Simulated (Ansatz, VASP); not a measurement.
# ThF4 in two plane-wave programs

Wanted: the spread between two codes on one cell, functional and k mesh. The structure shown is the start of the Ansatz relaxation below; VASP solves that cell, so the two are compared at the walk's first step.

Main program and level: Ansatz 0.2.0; plane waves, with VASP 6.6.1 beside it; single point at PBEsol.

### Step 1. Starting point

The structure is monoclinic, space group C2/c (No. 15). The conventional cell has a = 13.049 Å, b = 11.120 Å, c = 8.538 Å, α = 90.00°, β = 126.31°, γ = 90.00°. Nearest to Th lie 8 F at 2.32 to 2.37 Å. Th has 8 F at 2.29 to 2.35 Å nearest. F has 2 Th at 2.31 Å nearest. F has 2 Th at 2.32 to 2.33 Å nearest. Nearest to F lie 2 Th at 2.35 Å. Nearest to F lie 2 Th at 2.34 Å. Farther neighbours and most contacts between anions are not listed.

### Step 2. Ansatz: relaxation, PBEsol

Ansatz runs on its default PAW (the set named soft_2) files.

The two programs are compared at the cell with which this relaxation starts, whose forces are those of its first step.

input.yaml reads:

```yaml
crystal:
  lattice:
    - [6.5245, -5.56, 0.0]
    - [6.5245, 5.56, 0.0]
    - [-5.0558094074, 0.0, 6.8801333734]
  atoms:
    - { symbol: Th, position: [0.2131, 0.7869, 0.25] }
    - { symbol: Th, position: [0.7869, 0.2131, 0.75] }
    - { symbol: Th, position: [0.7759, 0.6323, 0.3309] }
    - { symbol: Th, position: [0.3677, 0.2241, 0.1691] }
    - { symbol: Th, position: [0.2241, 0.3677, 0.6691] }
    - { symbol: Th, position: [0.6323, 0.7759, 0.8309] }
    - { symbol: F, position: [0.5, 0.0, 0.0] }
    - { symbol: F, position: [0.0, 0.5, 0.5] }
    - { symbol: F, position: [0.2814, 0.9734, 0.1579] }
    - { symbol: F, position: [0.0266, 0.7186, 0.3421] }
    - { symbol: F, position: [0.7186, 0.0266, 0.8421] }
    - { symbol: F, position: [0.9734, 0.2814, 0.6579] }
    - { symbol: F, position: [0.9317, 0.8281, 0.0442] }
    - { symbol: F, position: [0.1719, 0.0683, 0.4558] }
    - { symbol: F, position: [0.0683, 0.1719, 0.9558] }
    - { symbol: F, position: [0.8281, 0.9317, 0.5442] }
    - { symbol: F, position: [0.6004, 0.3996, 0.25] }
    - { symbol: F, position: [0.3996, 0.6004, 0.75] }
    - { symbol: F, position: [0.4976, 0.7368, 0.28] }
    - { symbol: F, position: [0.2632, 0.5024, 0.22] }
    - { symbol: F, position: [0.5024, 0.2632, 0.72] }
    - { symbol: F, position: [0.7368, 0.4976, 0.78] }
    - { symbol: F, position: [0.1858, 0.5962, 0.9334] }
    - { symbol: F, position: [0.4038, 0.8142, 0.5666] }
    - { symbol: F, position: [0.8142, 0.4038, 0.0666] }
    - { symbol: F, position: [0.5962, 0.1858, 0.4334] }
    - { symbol: F, position: [0.6825, 0.7383, 0.1018] }
    - { symbol: F, position: [0.2617, 0.3175, 0.3982] }
    - { symbol: F, position: [0.3175, 0.2617, 0.8982] }
    - { symbol: F, position: [0.7383, 0.6825, 0.6018] }
kpoints:
  mp_grid: { grid: [4, 4, 4] }
hamiltonian:
  xc: pbesol
scf:
  occupations: { method: gaussian, width: 0.02 }
output:
  forces: true
  stress: true
  eigenvalues: true
relax:
  adjacent_minimum: "off"
  f_tol: 0.005
  max_steps: 60
  cell: { stress_tol: 0.03 }
```

The run is started by

```sh
ansatz run input.yaml --threads 8 --pin off --max-ram 16384MiB --backend cpu --events-out ev --progress --plain --runs-dir out
```

Numbers of over 12 decimals in the logs are rounded to 6 here.

The program printed:

```text
The last accepted step is kept in <dir> (removed where the run ends without a failure and the disk answers)
Engine: ansatz 0.2.0, aarch64-unknown-linux-gnu
Pseudopotentials: kind: paw
Pseudopotential: Th, paw, valence charge 12, recommended cutoff 420 eV (normal), Th.paw.azcp
Pseudopotential: F, paw, valence charge 7, recommended cutoff 420 eV (normal), F.paw.azcp
Functional definition: PBEsol
  exchange = pbesol_x
  correlation = pbesol_c
Crystal: 30 atoms, lattice volume = 499.170 Å³
Basis set: ecut = 420 eV, 9765 PW (Γ), exchange–correlation on 120×120×120 points (8 copies of the dense FFT grid, shifted against one another)
Bands: 150, of which v1, the nominal top of the filled ones, is band 120 counted from 1 (119 counted from 0)
Symmetry: 4 space group operations
Space group: C2/c (ITA 15), of the structure as read, at distance tolerance 7.9e-5 Å
k-points: 24 of 64
Non-local potential: Th, projectors of the file, l = 0: 3, l = 1: 2, l = 2: 2, l = 3: 3
Non-local potential: F, projectors of the file, l = 0: 2, l = 1: 2, l = 2: 1
PAW form: soft (Blöchl's): semilocal exchange-correlation on the pseudo side does not see the compensation charge
PAW frozen core: Th, regenerated for the run's functional, and the local potential with it (the file was generated under x = pbe(κ = 0.804, μ = 0.219515), c = pbe(β = 0.066725))
PAW frozen core: F, regenerated for the run's functional, and the local potential with it (the file was generated under x = pbe(κ = 0.804, μ = 0.219515), c = pbe(β = 0.066725))
PAW one-centre angular grid: Th, 590 points (default); XC on 64 Gauss nodes
PAW one-centre angular grid: F, 110 points (default); XC on 64 Gauss nodes
Initial density: superposition of atomic densities (neutral atoms: chi_scale 0, normalization atom), corrected by the library's trained network
Initial wavefunctions: pseudopotential atomic-orbital guess
Functional: x = pbesol(κ = 0.804, μ = 0.123457), c = pbesol(β = 0.046)
SCF iter   1: F=—  HF=-97604.086815 eV  |F-HF|=—  |Δ(HF+E_count)|=         —  Δρ=1.44e-2  dr2=6.78e-1  ethr=1.77e-3  ⟨swp⟩=5.0  Hψ=14025  notcnv=0
preconditioner: auto → Resta (q_TF=auto, 2.415 Å⁻¹)  ε∞=4.3  [insulator: Δε(μ)=6.358 eV  Ē_g=13.835 eV  σ=0.020 eV  W_gap=1.00  n_scr=118 (ndim 8)  ℏωp=25.1 eV  f_vac=0.199  D(μ)=0.00/eV (n_scr^D=0)  ε∞_Penn≈4.3]
SCF iter   2: F=—  HF=-97603.933542 eV  |F-HF|=—  |Δ(HF+E_count)|=   1.53e-1  Δρ=3.53e-3  dr2=2.47e-2  ethr=2.82e-4  ⟨swp⟩=2.8  Hψ=7494  notcnv=0  defer=231
SCF iter   3: F=—  HF=-97603.932182 eV  |F-HF|=—  |Δ(HF+E_count)|=   1.36e-3  Δρ=1.17e-3  dr2=3.18e-3  ethr=1.03e-5  ⟨swp⟩=2.0  Hψ=5882  notcnv=0  defer=231
SCF iter   4: F=—  HF=-97603.936259 eV  |F-HF|=—  |Δ(HF+E_count)|=   4.08e-3  Δρ=1.59e-4  dr2=1.80e-4  ethr=1.32e-6  ⟨swp⟩=2.0  Hψ=6550  notcnv=0  defer=231
SCF iter   5: F=—  HF=-97603.936446 eV  |F-HF|=—  |Δ(HF+E_count)|=   1.87e-4  Δρ=1.61e-4  dr2=8.84e-5  ethr=7.50e-8  ⟨swp⟩=2.0  Hψ=6111  notcnv=0  defer=231
SCF iter   6: F=—  HF=-97603.937165 eV  |F-HF|=—  |Δ(HF+E_count)|=   7.19e-4  Δρ=3.66e-5  dr2=5.39e-6  ethr=3.68e-8  ⟨swp⟩=2.1  Hψ=6093  notcnv=0  defer=231
SCF iter   7: F=—  HF=-97603.937173 eV  |F-HF|=—  |Δ(HF+E_count)|=   8.34e-6  Δρ=8.58e-6  dr2=4.73e-7  ethr=2.24e-9  ⟨swp⟩=2.0  Hψ=5237  notcnv=0  defer=231
SCF iter   8: F=-97603.937174 eV  HF=-97603.937174 eV  |F-HF|=1.86e-8  |Δ(HF+E_count)|=   1.15e-6  Δρ=2.65e-6  dr2=2.49e-8  ethr=4.17e-11  ⟨swp⟩=10.7  Hψ=15272  notcnv=0
SCF 1 converged in 8 iterations: F = -97603.937174 eV  dr2 = 2.49e-8
  greatest PAW one-centre occupation: 0.980 electrons in one spin orbital (limit 2), on the Th atom at site 5 (counted from 0), in its partial waves of l = 0
relax step   1: F+E_penalty+E_count = -97603.93717410 eV  Δ(F+E_penalty+E_count) = +0.000e0 eV  max|allowed force component| = 1.242e-1 eV/Å  Δτ_max = 0.0000 Å  P = -1.662 GPa  Ω = 499.170 Å³  (8 SCF iters, dr2 threshold 1.00e-7 eV, accepted)
Crystal: 30 atoms, lattice volume = 483.573 Å³
Basis set: ecut = 420 eV, 9447 PW (Γ), exchange–correlation on 120×120×120 points (8 copies of the dense FFT grid, shifted against one another)
Initial density: handed on by an earlier stage of this run
Initial wavefunctions: those handed on with the density
iter 1 solved again at ethr=4.19e-5 eV; its pass at ethr=3.10e-3 eV (dr2=1.01e-1 eV) is discarded
SCF iter   1: F=—  HF=-97604.015214 eV  |F-HF|=—  |Δ(HF+E_count)|=         —  Δρ=4.66e-3  dr2=1.03e-1  ethr=4.19e-5  ⟨swp⟩=2.0  Hψ=18692  notcnv=0
preconditioner: auto → Resta (q_TF=auto, 2.428 Å⁻¹)  ε∞=4.2  [insulator: Δε(μ)=6.646 eV  Ē_g=14.173 eV  σ=0.020 eV  W_gap=1.00  n_scr=118 (ndim 8)  ℏωp=25.5 eV  f_vac=0.188  D(μ)=0.00/eV (n_scr^D=0)  ε∞_Penn≈4.2]
SCF iter   2: F=—  HF=-97603.987450 eV  |F-HF|=—  |Δ(HF+E_count)|=   2.78e-2  Δρ=2.44e-3  dr2=2.87e-2  ethr=4.19e-5  ⟨swp⟩=4.2  Hψ=6678  notcnv=0  defer=1
[...]
--- Stress (GPa, compression-positive) ---
       -0.002077       0.000000       0.004557
        0.000000      -0.014833      -0.000000
        0.004557      -0.000000       0.002020
  P = ⅓ Tr σ = -0.0050 GPa (-0.050 kbar)
--- Band table (eV; the first three rows and the last of 24) ---
  k-point 0: bands = [... 116 lower, 2.6316, 2.6712, 2.8187, 2.9355, 9.6714, 9.6723, 9.7037, 9.7038, ... 26 higher]
  k-point 1: bands = [... 116 lower, 2.6674, 2.7187, 2.7588, 2.8117, 9.6589, 9.6865, 9.7011, 9.7245, ... 26 higher]
  k-point 2: bands = [... 116 lower, 2.6705, 2.6705, 2.7550, 2.7550, 9.6742, 9.6742, 9.7211, 9.7211, ... 26 higher]
  k-point 23: bands = [... 116 lower, 2.7013, 2.7013, 2.7908, 2.7908, 9.6967, 9.6967, 9.7059, 9.7059, ... 26 higher]
--- Relaxed structure (7 steps of the walk, 6 accepted, 2 SCFs on fresh bases) ---
  F+E_penalty+E_count = -97604.00444120 eV   max|allowed force component| = 1.389e-3 eV/Å   (the final SCF, on the basis selected at the relaxed cell)
  cell:  # Å, volume = 492.6971 Å³
    - [6.516315, -5.491121, 0.013488]
    - [6.516315, 5.491121, 0.013488]
    - [-5.035243, 1.9401980028596247e-18, 6.874308]
  atoms:
    - { symbol: Th, position: [0.212749, 0.787251, 0.25] }
    - { symbol: Th, position: [0.787251, 0.212749, 0.750000] }
    - { symbol: Th, position: [0.775273, 0.632036, 0.329730] }
    - { symbol: Th, position: [0.367964, 0.224727, 0.170270] }
    - { symbol: Th, position: [0.224727, 0.367964, 0.670270] }
    - { symbol: Th, position: [0.632036, 0.775273, 0.829730] }
    - { symbol: F, position: [0.5, -1.0679391398982219e-17, 0.0] }
    - { symbol: F, position: [0.0, 0.5, 0.5] }
    - { symbol: F, position: [0.276753, 0.973959, 0.154894] }
    - { symbol: F, position: [0.026041, 0.723247, 0.345106] }
    - { symbol: F, position: [0.723247, 0.026041, 0.845106] }
    - { symbol: F, position: [0.973959, 0.276753, 0.654894] }
    - { symbol: F, position: [0.932657, 0.822690, 0.041469] }
    - { symbol: F, position: [0.177310, 0.067343, 0.458531] }
    - { symbol: F, position: [0.067343, 0.177310, 0.958531] }
    - { symbol: F, position: [0.822690, 0.932657, 0.541469] }
    - { symbol: F, position: [0.602360, 0.397640, 0.25] }
    - { symbol: F, position: [0.397640, 0.602360, 0.750000] }
    - { symbol: F, position: [0.496902, 0.738093, 0.280604] }
    - { symbol: F, position: [0.261907, 0.503098, 0.219396] }
    - { symbol: F, position: [0.503098, 0.261907, 0.719396] }
    - { symbol: F, position: [0.738093, 0.496902, 0.780604] }
    - { symbol: F, position: [0.188285, 0.597880, 0.932586] }
    - { symbol: F, position: [0.402120, 0.811715, 0.567414] }
    - { symbol: F, position: [0.811715, 0.402120, 0.067414] }
    - { symbol: F, position: [0.597880, 0.188285, 0.432586] }
    - { symbol: F, position: [0.680841, 0.739295, 0.101953] }
    - { symbol: F, position: [0.260705, 0.319159, 0.398047] }
    - { symbol: F, position: [0.319159, 0.260705, 0.898047] }
    - { symbol: F, position: [0.739295, 0.680841, 0.601953] }
```

Reading the cycles: dr2 is the Hartree energy of the density residual (eV), the measure of convergence; HF is the Harris–Foulkes estimate of the energy, which meets the free energy F at convergence.

(Continued in part 2 of 2.)

[Lines on the potential files, build, host, timing and source positions are cut from VASP's logs without a mark.]

[Logs are printed without paths, hosts, clocks, repeated set-up lines and the standing remarks that a program may print on its own settings, such as how far it seeks lower states.]

[Hosts, paths, dates, database ids (printed as entryN), source tags and the programs' standing remarks are cut or masked in the printed files.]
